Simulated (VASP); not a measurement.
Given:

```xyz
2
Lattice="0.0000 2.9850 2.9850 2.9850 0.0000 2.9850 2.9850 2.9850 0.0000" Properties=species:S:1:pos:R:3 pbc="T T T"
Na     0.0000     0.0000     0.0000
Br     2.9850     2.9850     2.9850
```

These are eigenvalue-self-consistent GW0 on PBE orbitals, VASP's PBE PAW potentials (set 64) (plane waves; VASP) values and carry that method's errors. Settings: PREC = Normal, 500 eV cut-off, 4×4×4 Γ-centred mesh, Gaussian smearing of 0.010 eV, potentials Na_sv_GW Br_GW.

The mesh is coarse and the basis finite, so the quasiparticle values are not converged.

NBANDS = 160, ENCUTGW = 200 eV, NOMEGA = 64, 4 updates of the levels in G. The PBE levels (eV) are:

| state | KS energy | filling |
|---|---|---|
| k1 (0.00, 0.00, 0.00), band 5 | -13.57 | 2 |
| k1 (0.00, 0.00, 0.00), band 6 | -0.77 | 2 |
| k1 (0.00, 0.00, 0.00), band 7 | -0.77 | 2 |
| k1 (0.00, 0.00, 0.00), band 8 | -0.77 | 2 |
| k1 (0.00, 0.00, 0.00), band 9 | 3.38 | 0 |
| k1 (0.00, 0.00, 0.00), band 10 | 9.07 | 0 |
| k1 (0.00, 0.00, 0.00), band 11 | 9.07 | 0 |
| k1 (0.00, 0.00, 0.00), band 12 | 9.07 | 0 |
| k4 (0.25, 0.25, 0.00), band 5 | -13.40 | 2 |
| k4 (0.25, 0.25, 0.00), band 6 | -1.94 | 2 |
| k4 (0.25, 0.25, 0.00), band 7 | -1.13 | 2 |
| k4 (0.25, 0.25, 0.00), band 8 | -1.13 | 2 |
| k4 (0.25, 0.25, 0.00), band 9 | 5.38 | 0 |
| k4 (0.25, 0.25, 0.00), band 10 | 7.19 | 0 |
| k4 (0.25, 0.25, 0.00), band 11 | 8.63 | 0 |
| k4 (0.25, 0.25, 0.00), band 12 | 10.38 | 0 |
| k8 (-0.25, 0.50, 0.25), band 5 | -13.23 | 2 |
| k8 (-0.25, 0.50, 0.25), band 6 | -2.07 | 2 |
| k8 (-0.25, 0.50, 0.25), band 7 | -2.07 | 2 |
| k8 (-0.25, 0.50, 0.25), band 8 | -1.61 | 2 |
| k8 (-0.25, 0.50, 0.25), band 9 | 6.76 | 0 |
| k8 (-0.25, 0.50, 0.25), band 10 | 8.04 | 0 |
| k8 (-0.25, 0.50, 0.25), band 11 | 8.04 | 0 |
| k8 (-0.25, 0.50, 0.25), band 12 | 9.00 | 0 |

Give the quasiparticle energies and renormalisation factors Z.

```tsv
state	QP energy (eV)	Z
k1 (0.00, 0.00, 0.00), band 5	-15.71	0.74
k1 (0.00, 0.00, 0.00), band 6	-2.95	0.80
k1 (0.00, 0.00, 0.00), band 7	-2.95	0.80
k1 (0.00, 0.00, 0.00), band 8	-2.95	0.80
k1 (0.00, 0.00, 0.00), band 9	4.22	0.84
k1 (0.00, 0.00, 0.00), band 10	10.01	0.83
k1 (0.00, 0.00, 0.00), band 11	10.01	0.83
k1 (0.00, 0.00, 0.00), band 12	10.01	0.83
k4 (0.25, 0.25, 0.00), band 5	-15.51	0.74
k4 (0.25, 0.25, 0.00), band 6	-4.24	0.79
k4 (0.25, 0.25, 0.00), band 7	-3.37	0.79
k4 (0.25, 0.25, 0.00), band 8	-3.37	0.79
k4 (0.25, 0.25, 0.00), band 9	6.36	0.83
k4 (0.25, 0.25, 0.00), band 10	7.94	0.83
k4 (0.25, 0.25, 0.00), band 11	9.71	0.82
k4 (0.25, 0.25, 0.00), band 12	11.42	0.81
k8 (-0.25, 0.50, 0.25), band 5	-15.29	0.76
k8 (-0.25, 0.50, 0.25), band 6	-4.45	0.79
k8 (-0.25, 0.50, 0.25), band 7	-4.45	0.79
k8 (-0.25, 0.50, 0.25), band 8	-3.89	0.79
k8 (-0.25, 0.50, 0.25), band 9	7.94	0.83
k8 (-0.25, 0.50, 0.25), band 10	8.89	0.82
k8 (-0.25, 0.50, 0.25), band 11	8.89	0.82
k8 (-0.25, 0.50, 0.25), band 12	10.09	0.82
```
On the mesh the gap opens from 4.15 to 7.18 eV.

The compound is NaBr in the rock salt structure. The cell was not relaxed at this level. The k-mesh is coarse (spacing up to 0.46 per Å, 2π included), so the numbers may not be converged in it.
